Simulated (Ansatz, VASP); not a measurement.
## One calculation of BiTe, two programs

```
CELL_PARAMETERS angstrom
2.42271 1.39875 3.31729
-2.42271 1.39875 3.31729
0.00000 -2.79750 3.31729
ATOMIC_POSITIONS crystal
Bi 0.50000 0.50000 0.50000
Te 0.00000 0.00000 0.00000
```

The cell comes from a database or a generator and needn't be the stable form of this composition.

Alike in both runs: task single point; functional PBE; k mesh 12 × 12 × 12; occupations gaussian, width 0.15 eV; no spin polarisation.

```csv
,VASP,Ansatz
version,VASP 6.6.1,Ansatz 0.2.0
potentials or method,"VASP PAW PBE potentials, release 64 (Bi_d, Te)","scalar-relativistic, plane waves, PAW"
plane-wave cutoff (eV),520,420
valence electrons in the cell,21,31
```

|  | VASP | Ansatz | Ansatz less VASP |
| --- | --- | --- | --- |
| gap on the k mesh at the Fermi level (eV) | none | none | - |
| pressure (GPa) | -0.1 | 0.0 | +0.06 |

A gap of «none» marks a metal or a gap that the smearing closes. With one functional, cell and mesh, what is left measures potentials, basis and numerics. The two sets of potentials don't hold the same shells in valence.

Caveats: spin-orbit coupling is left out, which moves the levels of the heavy elements.
